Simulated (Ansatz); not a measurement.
A plane-wave DFT run in Ansatz 0.2.0 (scalar-relativistic PAW potentials unless the input names others): input and command.

```yaml
crystal:
  lattice:
    - [0.0, -3.0040847246, 0.0]
    - [0.0, 0.0, -3.0040847246]
    - [9.2622541738, 0.0, 0.0]
  atoms:
    - { symbol: Al, position: [0.0, 0.0, 0.2432359658] }
    - { symbol: Al, position: [0.0, 0.0, 0.5675722092] }
    - { symbol: Al, position: [0.0, 0.0, 0.8919084527] }
    - { symbol: Ru, position: [0.5, 0.5, 0.0810678441] }
    - { symbol: Ru, position: [0.5, 0.5, 0.4054040875] }
    - { symbol: Ru, position: [0.5, 0.5, 0.7297403309] }
basis:
  ecutwfc: 420
kpoints:
  mp_grid: { grid: [20, 20, 7] }
hamiltonian:
  xc: pbe
scf:
  occupations: { method: gaussian, width: 0.15 }
  max_iter: 60
output:
  forces: true
  eigenvalues: true
  stress: true
accuracy: [1, 2]
```

```bash
ansatz run input.yaml --threads 2 --pin off --max-ram 5120MiB --backend cpu --events-out ev --progress --plain --runs-dir out
```

What is wrong with this input?

The program refuses it, because of a value of the wrong type (accuracy: not typed → [1, 2]). Without that key it is accepted.

Abridged log:
```
Error: YAML parse error: error: line 26 column 11: expected string scalar
  --> <input>:26:11
   |
24 |   eigenvalues: true
25 |   stress: true
26 | accuracy: [1, 2]
   |           ^ expected string scalar
```